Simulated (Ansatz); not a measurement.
# KI: band gap under strain

Aim: follow the gap of KI built on the rocksalt prototype through these states: no strain; -4.0 % strain along x alone; -2.0 % shear in the xy plane. The table at the end shows which levels were run.

Code: Ansatz 0.2.0. PAW datasets, plane waves. Spin-unpolarised throughout; all numbers are computed.

### 1 The system as given

The unstrained cell was relaxed with r2SCAN; in each strained cell the atoms were relaxed again with r2SCAN. Names of k-points are those of the unstrained zone, where strain can split equivalent points. First state: no strain.

It is cubic, Fm-3m (No. 225); conventional cell a = 7.089 Å, 44.52 Å³ an atom. Near K stand 6 I at 3.54 Å; near I stand 6 K at 3.54 Å.

As a file:

```cif
data_structure
_symmetry_space_group_name_H-M 'Fm-3m'
_symmetry_Int_Tables_number 225
_cell_length_a 7.0886
_cell_length_b 7.0886
_cell_length_c 7.0886
_cell_angle_alpha 90.000
_cell_angle_beta 90.000
_cell_angle_gamma 90.000
_cell_volume 356.19
loop_
_atom_site_label
_atom_site_type_symbol
_atom_site_symmetry_multiplicity
_atom_site_Wyckoff_symbol
_atom_site_fract_x
_atom_site_fract_y
_atom_site_fract_z
_atom_site_occupancy
K1 K 4 a 0.00000 0.00000 0.00000 1
I1 I 4 b 0.50000 0.00000 0.00000 1
```

### 2 No strain: PBE

input.yaml reads:

```yaml
crystal:
  lattice:
    - [0.0, 3.5442852436, 3.5442852436]
    - [3.5442852436, 0.0, 3.5442852436]
    - [3.5442852436, 3.5442852436, 0.0]
  atoms:
    - { symbol: K, position: [0.0, 0.0, 0.0] }
    - { symbol: I, position: [0.5, 0.5, 0.5] }
kpoints:
  mp_grid: { grid: [6, 6, 6] }
  band_path:
    path:
      - [0.0, 0.0, 0.0]
      - [0.5, 0.0, 0.5]
      - [0.625, 0.25, 0.625]
      - [0.375, 0.375, 0.75]
      - [0.5, 0.5, 0.5]
      - [0.5, 0.25, 0.75]
    npoints: 1
hamiltonian:
  xc: pbe
scf:
  occupations: { method: fermi_dirac, width: 0.02 }
  n_extra_bands: 4
output:
  forces: true
  stress: true
  eigenvalues: true
  write_density: true
  write_potential: true
  elf: true
  volumetric_format: npy
```

On the command line:

```console
$ ansatz run input.yaml --threads 2 --pin off --max-ram 2211MiB --backend cpu --events-out ev --progress --plain --runs-dir out
```

After this run come: No strain: r2SCAN; No strain: HSE06; No strain: G0W0@PBE; -4.0 % strain along x alone: PBE; -4.0 % strain along x alone: r2SCAN; -4.0 % strain along x alone: HSE06; -4.0 % strain along x alone: G0W0@PBE; -2.0 % shear in the xy plane: PBE; -2.0 % shear in the xy plane: r2SCAN; -2.0 % shear in the xy plane: HSE06; -2.0 % shear in the xy plane: G0W0@PBE.

Q: Predict the outcome of this session.

As calculated:

Least gap in eV (negative: overlap), with the change from the unstrained cell in brackets. G0W0 is on its own coarse mesh.

| state | volume change (%) | PBE | r2SCAN | HSE06 | G0W0 |
| --- | --- | --- | --- | --- | --- |
| no strain | +0.0 | 3.94 | 4.59 | 4.94 | 6.10 |
| -4.0 % strain along x alone | -4.0 | 4.03 (+0.09) | 4.67 (+0.08) | 5.03 (+0.09) | 6.16 (+0.06) |
| -2.0 % shear in the xy plane | -0.0 | 3.92 (-0.02) | 4.56 (-0.03) | 4.91 (-0.03) | 6.07 (-0.03) |

**Reading.** With HSE06, of the states in the table -4.0 % strain along x alone shifts the gap most, by +0.093 eV. PBE and HSE06 differ by 1.00 eV on the unstrained gap, and by at most 0.01 eV on its change: PBE follows the response to strain far better than the gap itself. Spin-orbit coupling is left out of the table, though the cell holds I (Z = 53); in an element this heavy it can shift bands and gaps by tenths of an eV. G0W0 here is at a finite number of bands, screening cutoff and k mesh, not at the basis limit.
